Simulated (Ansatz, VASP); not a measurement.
# One calculation of SnSe, two programs

```
CELL_PARAMETERS angstrom
0.00000 3.01000 3.01000
3.01000 0.00000 3.01000
3.01000 3.01000 0.00000
ATOMIC_POSITIONS crystal
Sn 0.00000 0.00000 0.00000
Se 0.50000 0.50000 0.50000
```

Measurements of this composition are mostly on another form, of space group No. 62.

Alike in both runs: functional LDA; k mesh 6 × 6 × 6; occupations fermi-dirac, width 0.05 eV; non-collinear spin, spin-orbit coupling.

|  | VASP | Ansatz |
| --- | --- | --- |
| version | VASP 6.6.1 | Ansatz 0.2.0 |
| potentials or method | VASP PAW LDA potentials, release 64 (Sn_d, Se) | Ansatz PAW |
| plane-wave cutoff (eV) | 520 | 420 |
| valence electrons in the cell | 20 | 30 |
| task | single point | band structure |

VASP gave:

```
gap on the k mesh at the Fermi level (eV) : 0.67
least direct gap on the mesh (eV)         : 0.67
pressure (GPa)                            : -3.6
net moment per atom (μB)                  : 0.00
```

Question: Which values does Ansatz return?

Answer: gap on the k mesh at the Fermi level (eV): 0.66; least direct gap on the mesh (eV): 0.66; pressure (GPa): -3.7; net moment per atom (μB): 0.00.

The two sets of potentials don't hold the same shells in valence.

Caveats: the PAW data sets come from PBE, with cores solved anew for the run's functional, which leaves a small shift of forces and pressure (Ansatz).
